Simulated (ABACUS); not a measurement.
# YN under changes of volume

One of the cells (14.500 Å³/atom); the others are scaled copies at fixed shape and fractional positions:

```
Y N
1.0
     0.00000    2.43850    2.43850
     2.43850    0.00000    2.43850
     2.43850    2.43850    0.00000
Y N
1 1
Direct
  0.00000 0.00000 0.00000
  0.50000 0.50000 0.50000
```

- Program: ABACUS 3.10.1
- Functional: PBE
- Potentials or basis: PseudoDojo NC SR 0.4.1 PBE standard
- Cutoff: 1143 eV
- Density cutoff: 4572 eV
- Basis: plane waves
- k mesh: 9 × 9 × 9
- Occupations: fermi-dirac, width 0.05 eV
- Spin: no spin polarisation

```tsv
volume (Å³/atom)	energy over the lowest point (meV/atom)	pressure (GPa)
13.630	?	?
13.920	26.02	10.5
14.210	10.69	6.5
14.500	2.24	2.9
14.790	0.00	-0.4
15.080	3.37	-3.3
15.370	11.80	-6.0
```

Problem. What does the run at 13.630 Å³/atom give?

Solution. Energy over the lowest point 48.99 meV/atom; pressure 14.9 GPa.

Worked out: A Birch-Murnaghan fit of order 3 (a polynomial in V^(-2/3)) to the other rows has its minimum at 14.76 Å³/atom with B0 = V·E''(V) = 159 GPa and B' = 4.2. It gives 48.98 meV/atom at 13.630 Å³/atom, against the run's 48.99, and -dE/dV = 14.9 GPa, against 14.9.

Energies are extrapolated to zero smearing.
